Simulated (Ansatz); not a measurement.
Runs of Ansatz 0.2.0 on W. Symmetry: Im-3m, No. 229, cubic system. Conventional cell: a = 3.165 Å, b = 3.165 Å, c = 3.165 Å, α = 90.00°, β = 90.00°, γ = 90.00°. Around W (site symmetry m-3m) lie 8 W at 2.74 Å. 

```csv
potentials or basis,cutoff (eV),basis error allowed,pressure (GPa)
all-electron PAW datasets made for the crystal,300,-,-2.9
"all-electron LAPW, non-relativistic",281,0.001 eV/atom,14.4
"all-electron LAPW, scalar-relativistic",286,0.001 eV/atom,-2.9
"all-electron LAPW, inner shells corrected to Dirac's equation",286,0.001 eV/atom,(a)
```

Alike in all rows: task band structure; level PBEsol; no spin polarisation; cell as given; k mesh 12 × 12 × 12; smearing fermi-dirac 0.05 eV.

Task: Estimate the missing entries.

Result: (a) -2.8.

Caveats: relativity is left out, which matters for the heavier elements (some runs).

The runs don't all hold the same shells in valence.
